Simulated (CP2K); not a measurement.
Crystal: CsI.

```
Cs I
1.0
     4.56670    0.00000    0.00000
     0.00000    4.56670    0.00000
     0.00000    0.00000    4.56670
Cs I
1 1
Direct
  0.00000 0.00000 0.00000
  0.50000 0.50000 0.50000
```

Base run:

```yaml
Program: CP2K 2026.2
Functional: rev-vdW-DF2
Potentials_or_basis: POTENTIAL_UZH Cs GTH-PBE-q9, I GTH-PBE-q7; TZVP-MOLOPT-PBE-GTH basis
Density_cutoff: 9184 eV
k_mesh: 6 × 6 × 6
Occupations: fermi-dirac, width 0.05 eV
Spin: no spin polarisation
```

Its results: band gap on the k mesh 3.76 eV, indirect (least direct gap 3.86 eV); pressure 0.2 GPa.

The run is repeated on the same cell with these changes: functional from rev-vdW-DF2 to LDA. What comes out?

Band gap on the k mesh 3.45 eV, indirect (least direct gap 3.54 eV); pressure -0.9 GPa.

Caveats: the potentials were made for another functional, which shifts forces and pressure; spin-orbit coupling is left out, which moves the levels of the heavy elements; the basis of atomic orbitals isn't converged, which shifts pressures, moduli and gaps.
